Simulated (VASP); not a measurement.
A run of VASP 6.6.1:

INCAR

```
ALGO = Fast
EDIFF = 1E-7
ENCUT = 520
GGA = PE
ISIF = 2
ISMEAR = -1
IVDW = 12
LASPH = T
LCHARG = T
LELF = T
LREAL = Auto
LVHAR = T
LWAVE = F
NBANDS = 60
NELM = 100
PREC = Accurate
SIGMA = 0.02
```

The input KPOINTS:

```
k-points
0
Gamma
  1 1 1
```

Contents of POSCAR:

```
H20CO9
1.0
    6.7459970000      0.0000000000      0.0000000000
    0.0000000000      6.7459970000      0.0000000000
    0.0000000000      0.0000000000      6.7459970000
O H C
9 20 1
Direct
    0.6702974988      1.0900276098      0.0934681590
    0.3211901101      0.4671287530      0.8942955094
    1.0303704092      0.3243761373      0.5500609159
    0.1963232456      0.9616594923      0.5916956055
    0.2815204721      0.0624927933      0.9935613301
    0.7782291761      0.4622841876      0.2430025764
   -0.0757485583      0.7892730020      0.0277987391
    0.6800455901      0.2936975133      0.7585400175
    0.5154280139      0.6999603671      0.4624837032
    0.5293950328      1.0504691977      0.0742216541
    0.7574847943      0.9704750037      0.0814902918
    0.4555718048      0.4396219118      0.8423693420
    0.2385363968      0.4782789777      0.7755109349
    0.9675443133      0.3744340161      0.4276876606
    0.9146355263      0.3145715565      0.6403296246
    0.1378094663      1.0940405599      0.5554629745
    0.0818074001      0.8771542958      0.6137152473
    0.2738527949      0.2087994187      0.9804407483
    0.2637374544      0.0174071420      0.8554452004
    0.6617923028      0.5305593173      0.2991086216
    0.7324352617      0.3327804229      0.1917108649
   -0.1057410085      0.6629493379      0.0961506770
    0.0556928033      0.8334859625      0.0691366488
    0.6065616752      0.2135303484      0.6640967374
    0.6874145406      0.2083585764      0.8814430137
    0.7910325034      0.6888558956      0.5877016878
    0.3983937228      0.7866283560      0.4670754137
    0.7108841310      0.9337365093      0.5235086508
    0.6113005720      0.8083253613      0.7385071035
    0.6631198541      0.7896398764      0.5848165461
```

Potentials or basis: VASP PAW PBE potentials, release 64 (O, H, C).

Command:

```console
$ cat potpaw_PBE.64/O/POTCAR potpaw_PBE.64/H/POTCAR potpaw_PBE.64/C/POTCAR > POTCAR
$ mpirun -np 1 vasp_gam > vasp.out
```

Hardware: 1 thread of AMD EPYC 9R45 96-Core Processor (Zen 5), on a shared host.

Task: Estimate the wall time of this run.

Result: Run time: 26 s on 1 thread of AMD EPYC 9R45 96-Core Processor (Zen 5), on a shared host, peak memory 0.32 GiB. Counts: scf iterations 18, k points 1.
